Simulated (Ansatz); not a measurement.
# BaTiO3 (P1) in Ansatz: band structure with PBEsol+U

Aim: the band structure of BaTiO3 with PBEsol+U.

Program: Ansatz 0.2.0. These are calculated values, not measurements. Logs are shortened: lines on timing, memory, paths and dates and some standing lists are left out, and cuts for length are marked.

**1. The structure**

The typed cell holds 10 atoms: a = 4.000 Å, b = 4.018 Å, c = 8.000 Å, α = 90.00°, β = 90.00°, γ = 90.00°.

**2. Band structure, PBEsol+U**

input.yaml reads:

```yaml
crystal:
  lattice:
    - [-3.9998, 0.0, 0.0]
    - [0.0, 0.0, -4.018]
    - [0.0, -7.9996, 0.0]
  atoms:
    - { symbol: Ba, position: [0.00144355, 0.02304186, 0.50759263] }
    - { symbol: Ba, position: [0.99855645, 0.97695814, 0.99240737] }
    - { symbol: Ti, position: [0.48032989, 0.56318885, 0.23579995] }
    - { symbol: Ti, position: [0.51967011, 0.47281115, 0.76420005] }
    - { symbol: O, position: [0.49380053, 0.96597287, 0.25815002] }
    - { symbol: O, position: [0.50619947, 0.00202713, 0.74184998] }
    - { symbol: O, position: [0.50761037, 0.49933203, 0.50744356] }
    - { symbol: O, position: [0.49238963, 0.47066797, 0.99255644] }
    - { symbol: O, position: [0.0152243, 0.48840562, 0.27113375] }
    - { symbol: O, position: [0.9847757, 0.48159438, 0.72886625] }
hamiltonian:
  xc: pbesol
  pseudopotentials: { kind: paw }
  hubbard: { sites: [{ species: Ti, l: d, u_eff: 5.0 }] }
kpoints:
  mp_grid: { grid: [7, 7, 4] }
  band_path:
    path:
      - [[0.0, 0.0, 0.0], [0.5, 0.0, 0.0], [0.5, 0.5, 0.0], [0.0, 0.5, 0.0], [0.0, 0.0, 0.0], [0.0, 0.0, 0.5], [0.5, 0.0, 0.5], [0.5, 0.5, 0.5], [0.0, 0.5, 0.5], [0.0, 0.0, 0.5]]
      - [[0.0, 0.5, 0.0], [0.0, 0.5, 0.5]]
      - [[0.5, 0.0, 0.5], [0.5, 0.0, 0.0]]
      - [[0.5, 0.5, 0.0], [0.5, 0.5, 0.5]]
    npoints: 10
scf:
  occupations: { method: fermi_dirac, width: 0.05 }
  n_extra_bands: 25
output:
  forces: true
  stress: true
  eigenvalues: true
  fatbands: false
```

Potentials or basis: Ansatz PAW.

On the command line:

```console
$ ansatz run input.yaml --threads 4 --pin off --max-ram 11264MiB --backend cpu --events-out ev --progress --plain --runs-dir out
```

What it wrote:

```text
Warning: RAYON_NUM_THREADS=4 ignored (pool sized by the plan → 4); use --threads N
Ba: projections on atomic orbitals take those of the free atom [Kr 4d10] 5s2 5p6 6s2, of charge +0.00 (hamiltonian.pseudopotentials.projection_atoms); the dataset's partial waves leave at most 9.7e-6 of an orbital's norm unspanned inside its sphere
Ti: projections on atomic orbitals take those of the free atom [Ne] 3s2 3p6 3d2 4s2, of charge +0.00 (hamiltonian.pseudopotentials.projection_atoms); the dataset's partial waves leave at most 4.1e-7 of an orbital's norm unspanned inside its sphere
O: projections on atomic orbitals take those of the free atom [He] 2s2 2p4, of charge +0.00 (hamiltonian.pseudopotentials.projection_atoms); the dataset's partial waves leave at most 1.9e-8 of an orbital's norm unspanned inside its sphere
scf.n_extra_bands = 25 over 40 filled bands (N_el = 80.0): the run solves 65 bands
Engine: ansatz 0.2.0, aarch64-unknown-linux-gnu
Pseudopotentials: kind: paw
Pseudopotential: Ba, paw, valence charge 10, recommended cutoff 420 eV (normal), Ba.paw.azcp
Pseudopotential: Ti, paw, valence charge 12, recommended cutoff 420 eV (normal), Ti.paw.azcp
Pseudopotential: O, paw, valence charge 6, recommended cutoff 420 eV (normal), O.paw.azcp
Functional definition: PBEsol
  exchange = pbesol_x
  correlation = pbesol_c
Crystal: 10 atoms, lattice volume = 128.563 Å³
Basis set: ecut = 420 eV, 2475 PW (Γ), exchange–correlation on 54×54×108 points (8 copies of the dense FFT grid, shifted against one another)
Bands: 65, of which v1, the nominal top of the filled ones, is band 40 counted from 1 (39 counted from 0)
Symmetry: 1 space group operations
Space group: P1 (ITA 1), of the structure as read, at distance tolerance 5.0e-5 Å
k-points: 99 of 196 (time reversal used)
Non-local potential: Ba, projectors of the file, l = 0: 3, l = 1: 2, l = 2: 2, l = 3: 2
Non-local potential: Ti, projectors of the file, l = 0: 3, l = 1: 2, l = 2: 3, l = 3: 1
Non-local potential: O, projectors of the file, l = 0: 2, l = 1: 2, l = 2: 1
PAW form: soft (Blöchl's): semilocal exchange-correlation on the pseudo side does not see the compensation charge
PAW frozen core: Ba, regenerated for the run's functional, and the local potential with it (the file was generated under x = pbe(κ = 0.804, μ = 0.2195149727645171), c = pbe(β = 0.06672455060314922))
PAW frozen core: Ti, regenerated for the run's functional, and the local potential with it (the file was generated under x = pbe(κ = 0.804, μ = 0.2195149727645171), c = pbe(β = 0.06672455060314922))
PAW frozen core: O, regenerated for the run's functional, and the local potential with it (the file was generated under x = pbe(κ = 0.804, μ = 0.2195149727645171), c = pbe(β = 0.06672455060314922))
PAW one-centre angular grid: Ba, 194 points (default); XC on 64 Gauss nodes
PAW one-centre angular grid: Ti, 590 points (default); XC on 64 Gauss nodes
PAW one-centre angular grid: O, 110 points (default); XC on 64 Gauss nodes
Initial density: superposition of atomic densities (chi_scale 0.1, normalization cell, long waves of neutral atoms under a Hubbard term (reshape's long-wave potential 0.20 eV rms, cloud 2.81 Å wide))
Initial wavefunctions: pseudopotential atomic-orbital guess
Functional: x = pbesol(κ = 0.804, μ = 0.12345679012345678), c = pbesol(β = 0.046)
SCF iter   1: F=—  HF=-20045.965766 eV  |F-HF|=—  |Δ(HF+E_count)|=         —  Δρ=6.16e-2  dr2=6.38e0  ethr=3.10e-3  ⟨swp⟩=7.6  Hψ=34128  notcnv=0  defer=891
preconditioner: auto → Resta (q_TF=auto, 2.521 Å⁻¹)  ε∞=4.4  [insulator: Δε(μ)=2.844 eV  Ē_g=13.761 eV  σ=0.050 eV  W_gap=1.00  n_scr=38 (ndim 8)  ℏωp=25.4 eV  f_vac=0.000  D(μ)=0.00/eV (n_scr^D=0)  ε∞_Penn≈4.4]
SCF iter   2: F=—  HF=-20044.637119 eV  |F-HF|=—  |Δ(HF+E_count)|=    1.33e0  Δρ=3.15e-2  dr2=1.28e0  ethr=3.10e-3  ⟨swp⟩=3.0  Hψ=12897  notcnv=0  defer=1798
SCF iter   3: F=—  HF=-20044.454531 eV  |F-HF|=—  |Δ(HF+E_count)|=   1.83e-1  Δρ=1.52e-2  dr2=3.52e-1  ethr=1.60e-3  ⟨swp⟩=3.1  Hψ=8377  notcnv=0  defer=1795
SCF iter   4: F=—  HF=-20044.413706 eV  |F-HF|=—  |Δ(HF+E_count)|=   4.08e-2  Δρ=7.32e-3  dr2=6.58e-2  ethr=4.40e-4  ⟨swp⟩=2.9  Hψ=10062  notcnv=0  defer=1770
SCF iter   5: F=—  HF=-20044.409420 eV  |F-HF|=—  |Δ(HF+E_count)|=   4.29e-3  Δρ=2.77e-3  dr2=9.28e-3  ethr=8.22e-5  ⟨swp⟩=2.6  Hψ=9054  notcnv=0  defer=1737
SCF iter   6: F=—  HF=-20044.408655 eV  |F-HF|=—  |Δ(HF+E_count)|=   7.65e-4  Δρ=1.06e-3  dr2=1.16e-3  ethr=1.16e-5  ⟨swp⟩=2.0  Hψ=8254  notcnv=0  defer=1737
SCF iter   7: F=—  HF=-20044.408767 eV  |F-HF|=—  |Δ(HF+E_count)|=   1.12e-4  Δρ=3.17e-4  dr2=9.97e-5  ethr=1.44e-6  ⟨swp⟩=2.0  Hψ=7266  notcnv=0  defer=1737
SCF iter   8: F=—  HF=-20044.408805 eV  |F-HF|=—  |Δ(HF+E_count)|=   3.76e-5  Δρ=1.69e-4  dr2=2.98e-5  ethr=1.25e-7  ⟨swp⟩=2.0  Hψ=8742  notcnv=0  defer=1737
SCF iter   9: F=—  HF=-20044.408803 eV  |F-HF|=—  |Δ(HF+E_count)|=   1.89e-6  Δρ=3.09e-5  dr2=9.85e-7  ethr=3.73e-8  ⟨swp⟩=2.0  Hψ=7949  notcnv=0  defer=1737
SCF iter  10: F=—  HF=-20044.408803 eV  |F-HF|=—  |Δ(HF+E_count)|=   2.72e-7  Δρ=1.10e-5  dr2=1.85e-7  ethr=1.23e-9  ⟨swp⟩=2.0  Hψ=8371  notcnv=0  defer=1737
SCF iter  11: F=-20044.408803 eV  HF=-20044.408803 eV  |F-HF|=5.74e-8  |Δ(HF+E_count)|=   2.31e-8  Δρ=7.72e-6  dr2=7.62e-8  ethr=1.25e-10  ⟨swp⟩=16.1  Hψ=40995  notcnv=0
SCF 1 converged in 11 iterations: F = -20044.408803 eV  dr2 = 7.62e-8
NSCF: frozen V_eff on 124 k-points
SCF converged after 11 iterations
Free energy (F): -20044.408803 eV
Harris-Foulkes:  -20044.408803 eV  (|F-HF|=5.74e-8)
Internal energy: -20044.408803 eV  (E = F + TS)
E sigma→0 (E₀):  -20044.408803 eV
Fermi energy:    12.207305 eV
--- Per-component energies (eV) ---
  E_band       = -292.098820
  E_kinetic    = 1942.323375
  E_local      = -4277.015452  (includes V_loc(G=0)·N_el)
  E_nonlocal   = 413.126200
  E_hartree    = 1665.602281
  E_xc         = -974.035851
  E_vxc        = -1088.154170  (∫ρ·V_xc dr)
  E_hubbard    = 8.526808  (on-site DFT+U / exact-exchange correction)
  E_vhub       = 5.828862  (the Hubbard potential's part of the band-sum identity)
  E_paw        = -13233.932147  (= ΣΔE_a)
  E_vpaw       = -619.423555  (= ΣTr[D̂ρ^β])
  E_aug_tail   = 0.014813  (compensation charges beyond the density's cutoff)
  E_ewald      = -5589.812193
  E_core_change = 0.793362  (= ΣΔE_core)
  E_smearing   = -0.000000  (= −TS)
  E_closure    = -0.000000  (closes the sum)
  Σ components = -20044.408803   (vs F -20044.408803, Δ=0.00e0)
--- Forces (eV/Å), atoms counted from 1 ---
  atom   1  Ba    -0.01352600     0.45851203     0.55959754
  atom   2  Ba    -0.04669733     0.14037867    -0.65310547
  atom   3  Ti    -0.34582726    -3.92878654     5.93192079
  atom   4  Ti     0.27680181     5.66647914    -0.33954463
  atom   5  O     -0.33858143     1.05711739    -4.55487160
  atom   6  O      0.27224240    -1.68317436     0.47878027
  atom   7  O      0.27566128     0.50446203    -0.03035297
  atom   8  O     -0.02737453    -1.93060880    -0.55202481
  atom   9  O      0.56967277     2.17012633    -0.35120595
  atom  10  O     -0.62240354    -2.45450591    -0.48924965
  max |Σ_I F_I| component: 5.65e-5 eV/Å
--- Stress (GPa, compression-positive) ---
        1.984040       0.295910      -0.100498
        0.295911       3.135370       1.449885
       -0.100498       1.449885      12.193925
  P = ⅓ Tr σ = 5.7711 GPa (57.711 kbar)
--- Band table (eV; the first three rows and the last of 99) ---
  k-point 0: bands = ["-46.9044", "-46.7231", "-23.4336", "-23.2970", "-23.2256", "-23.2246", "-23.0299", "-22.9979", "-15.3085", "-13.3840", "-7.0277", "-6.7727", "-6.2312", "-5.6109", "-5.5758", "-4.1395", "-0.5089", "-0.4879", "-0.3186", "1.4355", "1.4508", "1.5322", "5.9315", "7.1826", "7.2781", "7.5642", "7.5807", "7.6246", "7.8613", "7.9550", "8.3081", "8.3464", "8.4880", "8.7903", "9.1651", "9.3618", "9.5344", "10.3798", "10.7943", "11.0625", "13.1186", "13.3173", "13.4285", "14.2621", "14.4143", "14.6433", "14.6590", "14.8313", "14.9129", "15.0512", "15.5198", "16.4494", "16.7718", "17.7717", "17.9966", "18.1669", "18.3472", "18.6714", "19.5439", "19.6283", "20.3299", "20.3543", "20.4528", "20.6920", "20.6992"]
  k-point 1: bands = ["-46.9046", "-46.7232", "-23.4335", "-23.2961", "-23.2256", "-23.2245", "-23.0307", "-22.9979", "-15.3079", "-13.3856", "-7.0394", "-6.7010", "-6.2834", "-5.6091", "-5.5851", "-4.1500", "-0.5067", "-0.4863", "-0.3028", "1.4264", "1.4456", "1.5245", "6.0392", "7.2654", "7.3208", "7.5285", "7.5870", "7.6633", "7.8335", "7.8821", "8.2136", "8.4507", "8.5221", "8.7730", "9.0975", "9.3351", "9.4893", "10.1128", "10.7772", "11.0213", "13.1489", "13.4496", "13.5432", "14.2746", "14.5141", "14.5840", "14.6707", "14.8403", "15.0362", "15.2045", "15.5868", "16.3279", "16.9514", "17.7606", "17.7779", "18.1528", "18.2871", "18.4351", "19.5520", "19.9235", "20.2599", "20.3928", "20.4256", "20.4748", "20.6489"]
  k-point 2: bands = ["-46.9047", "-46.7234", "-23.4335", "-23.2952", "-23.2256", "-23.2244", "-23.0314", "-22.9980", "-15.3072", "-13.3872", "-7.0473", "-6.6084", "-6.3607", "-5.6022", "-5.5990", "-4.1606", "-0.5047", "-0.4847", "-0.2868", "1.4166", "1.4405", "1.5172", "6.1660", "7.3447", "7.3890", "7.4889", "7.6071", "7.6650", "7.7612", "7.8079", "8.2053", "8.4625", "8.5965", "8.8117", "9.0114", "9.3114", "9.4475", "9.8226", "10.7486", "10.9845", "13.1621", "13.6443", "13.7373", "14.2785", "14.4139", "14.4738", "14.5973", "14.9022", "15.2790", "15.4596", "15.7854", "16.0765", "16.9854", "17.6694", "17.7733", "17.8674", "18.3785", "18.5319", "19.5544", "19.6495", "20.1272", "20.3320", "20.4198", "20.4340", "20.5340"]
  k-point 98: bands = ["-46.9035", "-46.7222", "-23.4395", "-23.2958", "-23.2644", "-23.2299", "-23.0422", "-23.0225", "-15.1915", "-13.2552", "-7.2239", "-6.4400", "-6.0108", "-5.6412", "-5.4041", "-4.3604", "-0.5997", "-0.5060", "-0.3951", "1.2666", "1.4383", "1.5842", "5.8722", "6.3863", "6.5757", "6.7294", "6.9217", "7.1308", "7.3212", "7.7930", "7.8152", "8.0110", "8.3421", "8.8002", "9.1158", "9.2244", "9.5090", "9.6543", "10.2455", "11.0168", "13.7793", "14.2276", "14.4121", "14.5180", "14.6769", "14.8836", "15.4084", "15.9540", "16.2863", "16.7875", "17.3001", "17.5035", "17.7194", "18.0296", "18.2908", "19.1612", "19.3269", "19.8163", "20.0263", "20.1258", "20.2448", "20.4423", "20.5599", "20.6204", "20.6843"]
Occupation matrices written to <dir>
```

It took 61 s on 4 threads of Arm Neoverse V2, shared host; peak memory 1.3 GiB.

What came out:

```
Free energy             : -20044.4088 eV
Pressure                : 5.8 GPa
Largest force           : 7.123 eV/Å
Band gap on the k mesh  : 1.89 eV, indirect (least direct gap 2.06 eV)
Band gap along the path : 1.82 eV, indirect (least direct gap 2.06 eV)
```

Forces in eV/Å, atoms in the order of the input:
```
Ba  -0.014  0.459  0.560
Ba  -0.047  0.140 -0.653
Ti  -0.346 -3.929  5.932
Ti   0.277  5.666 -0.340
O   -0.339  1.057 -4.555
O    0.272 -1.683  0.479
O    0.276  0.504 -0.030
O   -0.027 -1.931 -0.552
O    0.570  2.170 -0.351
O   -0.622 -2.455 -0.489
```

Levels at the corners of the path, in eV from the valence-band top:
```
point  band 38  band 39  band 40  band 41  band 42  band 43
    Γ    -0.92    -0.50    -0.23     1.82     2.02     2.13
    X    -1.44    -1.09    -0.27     2.31     2.97     3.15
    S    -1.06    -0.18     0.00     2.92     3.21     3.45
    Y    -1.27    -0.72    -0.57     2.22     3.15     3.20
    Γ    -0.92    -0.50    -0.23     1.82     2.02     2.13
    Z    -1.47    -0.55    -0.31     1.87     2.35     2.44
    U    -1.70    -1.13    -0.31     2.50     2.92     3.14
    R    -1.07    -0.25    -0.10     3.07     3.29     3.42
    T    -1.51    -0.79    -0.61     2.52     3.10     3.18
    Z    -1.47    -0.55    -0.31     1.87     2.35     2.44
    Y    -1.27    -0.72    -0.57     2.22     3.15     3.20
    T    -1.51    -0.79    -0.61     2.52     3.10     3.18
    U    -1.70    -1.13    -0.31     2.50     2.92     3.14
    X    -1.44    -1.09    -0.27     2.31     2.97     3.15
    S    -1.06    -0.18     0.00     2.92     3.21     3.45
    R    -1.07    -0.25    -0.10     3.07     3.29     3.42
```

Eigenvalues of the final occupation matrices:
| site | spin | trace | eigenvalues |
| --- | --- | --- | --- |
| site 1 | 1 | 1.14 | 0.14 0.20 0.21 0.26 0.32 |
| site 2 | 1 | 1.11 | 0.16 0.18 0.18 0.29 0.30 |

Caveat: the k mesh misses the band edges, so the gap on the mesh is wider than the one along the path; the pressure holds a Pulay correction of +0.6 GPa for the finite cutoff; spin-orbit coupling is left out, which moves the levels of the heavy elements; the PAW data sets come from PBE, with cores solved anew for the run's functional, which leaves a small shift of forces and pressure; forces of over 1 eV/Å show positions far from the minimum, so gaps and moduli don't describe the material at rest.
